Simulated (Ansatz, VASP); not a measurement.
# KTaO3 in VASP and in Ansatz

```
CELL_PARAMETERS angstrom
3.85650 0.00000 0.00000
0.00000 3.85650 0.00000
0.00000 0.00000 3.85650
ATOMIC_POSITIONS crystal
K 0.50000 0.50000 0.50000
Ta 0.00000 0.00000 0.00000
O 0.50000 0.00000 0.00000
O 0.00000 0.50000 0.00000
O 0.00000 0.00000 0.50000
```

Alike in both runs: task single point; functional PBE; k mesh 8 × 8 × 8; occupations gaussian, width 0.02 eV; no spin polarisation.

|  | VASP | Ansatz |
| --- | --- | --- |
| version | VASP 6.6.1 | Ansatz 0.2.0 |
| potentials or method | VASP PAW PBE potentials, release 64 (K_sv, Ta_pv, O) | scalar-relativistic, plane waves, PAW |
| plane-wave cutoff (eV) | 520 | 420 |
| valence electrons in the cell | 38 | 40 |

VASP gave:

```
gap on the k mesh at the Fermi level (eV) : 2.38
least direct gap on the mesh (eV)         : 2.93
```

Problem. What did Ansatz give for the same quantities?

Solution. gap on the k mesh at the Fermi level (eV): 2.44; least direct gap on the mesh (eV): 2.97.

The two sets of potentials don't hold the same shells in valence.

Caveats: spin-orbit coupling is left out, which moves the levels of the heavy elements. A hybrid or GW would open this gap; PBE tends to underestimate it. A k mesh can miss the band edges.
